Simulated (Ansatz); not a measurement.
Runs of Ansatz 0.2.0 on BaS. The structure is cubic, space group Fm-3m (No. 225). Conventional cell: a = 6.388 Å, b = 6.388 Å, c = 6.388 Å, α = 90.00°, β = 90.00°, γ = 90.00°. Ba (site symmetry m-3m) is surrounded by 6 S at 3.19 Å. Around S (site symmetry m-3m) lie 6 Ba at 3.19 Å. 

| task | level | spin | cell | k mesh | smearing | points for each segment of the path | mesh quality | gap on the mesh (eV) | pressure (GPa) | relaxed volume (Å³/atom) |
| --- | --- | --- | --- | --- | --- | --- | --- | --- | --- | --- |
| relaxation of cell and atoms | RPBE | off | relaxed | 7 × 7 × 7 | fermi-dirac 0.05 eV | - | not flagged | 2.49 | 0.0 | 34.55 |
| band structure | PBEsol | SOC, no magnetisation | as given | 5 × 5 × 5 | fermi-dirac 0.05 eV | 14 | not flagged | (a) | -1.2 | - |
| single point | PBE | off | as given | 7 × 7 × 7 | gaussian 0.011 eV | - | not flagged | 2.26 | 0.8 | - |
| band structure | PBEsol0 | off | as given | 4 × 4 × 4 | fermi-dirac 0.05 eV | 4 | coarse | 3.70 | -1.0 | - |
| band structure | LDA | off | as given | 7 × 7 × 7 | fermi-dirac 0.05 eV | 14 | not flagged | (b) | -2.5 | - |
| relaxation of cell and atoms | PBEsol | off | relaxed | 7 × 7 × 7 | fermi-dirac 0.05 eV | - | not flagged | 2.10 | 0.0 | 31.74 |
| band structure | RPBE | off | as given | 7 × 7 × 7 | fermi-dirac 0.05 eV | 14 | not flagged | 2.41 | (c) | - |
| band structure | PBEsol | off | as given | 7 × 7 × 7 | fermi-dirac 0.05 eV | 14 | not flagged | 2.14 | -1.2 | - |

Alike in all rows: potentials or basis Ansatz PAW; cutoff (eV) 420.

Question: Fill in the values left out.

Answer: (a) 2.15; (b) 2.07; (c) 2.4.

Caveats: some runs use coarse meshes; spin-orbit coupling is left out, which moves the levels of the heavy elements (some runs); the PAW data sets come from PBE, with cores solved anew for the run's functional, which leaves a small shift of forces and pressure (some runs); the k mesh misses the band edges, so the gap on the mesh is wider than the one along the path (some runs); odd divisions of the mesh miss points on the zone boundary, where band edges often lie, so the gap on the mesh can be too wide (some runs); the plane-wave basis is chosen anew once the cell has moved, so the energies of steps on either side of that aren't comparable (some runs); the thresholds are loose for stress (some runs).

A k mesh can miss the band edges, and rows without SOC leave out spin-orbit coupling on Ba.
